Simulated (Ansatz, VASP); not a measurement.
## Mg: VASP beside Ansatz

INCAR

```
SYSTEM = Mg
PREC = Accurate ; ENCUT = 520
EDIFF = 1E-6 ; ISMEAR = -1
SIGMA = 0.08 ; LREAL = .FALSE.
LASPH = .TRUE. ; NELM = 60
ALGO = Normal ; ISIF = 2
LWAVE = .FALSE. ; LCHARG = .TRUE.
GGA = PS ; LELF = .TRUE.
LVHAR = .TRUE. ; NBANDS = 9
```

File KPOINTS:

```
Automatic mesh
0
G
  12 12 7
  0 0 0
```

POSCAR

```
Mg
1.0
    3.1450861018      0.0000000000      0.0000000000
   -1.5725430509      2.7237244613      0.0000000000
    0.0000000000      0.0000000000      5.2103300000
Mg
2
Direct
    0.3333333333      0.6666666667      0.2500000000
    0.6666666667      0.3333333333      0.7500000000
```

Input for Ansatz:

```yaml
crystal:
  lattice:
    - [3.1450861018, 0.0, 0.0]
    - [-1.5725430509, 2.7237244613, 0.0]
    - [0.0, 0.0, 5.21033]
  atoms:
    - { symbol: Mg, position: [0.3333333333, 0.6666666667, 0.25] }
    - { symbol: Mg, position: [0.6666666667, 0.3333333333, 0.75] }
kpoints:
  mp_grid: { grid: [12, 12, 7] }
  band_path:
    path:
      - [0.0, 0.0, 0.0]
      - [0.5, 0.0, 0.0]
      - [0.3333333333, 0.3333333333, 0.0]
      - [0.0, 0.0, 0.0]
      - [0.0, 0.0, 0.5]
      - [0.5, 0.0, 0.5]
      - [0.3333333333, 0.3333333333, 0.5]
      - [0.0, 0.0, 0.5]
      - [0.5, 0.0, 0.5]
    npoints: 5
scf:
  occupations: { method: fermi_dirac, width: 0.08 }
hamiltonian:
  xc: pbesol
  pseudopotentials: { kind: all_electron, lapw: { basis_error: 0.0005 } }
output:
  forces: true
  stress: true
  eigenvalues: true
```

Change from the starting cell: equal xx and yy strain of -2 %.

Alike in both runs: task single point; functional PBEsol; k mesh 12 × 12 × 7; occupations fermi-dirac, width 0.08 eV; no spin polarisation.

```csv
,VASP,Ansatz
version,VASP 6.6.1,Ansatz 0.2.0
potentials or method,"VASP PAW PBE potentials, release 64 (Mg)","all-electron LAPW, scalar-relativistic"
plane-wave cutoff (eV),520,see its input
```

Ansatz gave:

| Quantity | Value |
| --- | --- |
| pressure (GPa) | 0.3 |
| largest component of the traceless stress (GPa) | 1.43 |

Q: What did VASP give for the same quantities?

A: Pressure (GPa): 0.3; largest component of the traceless stress (GPa): 1.44.

Ansatz ran all-electron here, so the differences hold the error of VASP's frozen core and of both bases.

Caveats: the PAW data sets were made with another functional, which shifts forces and pressure a little (VASP).
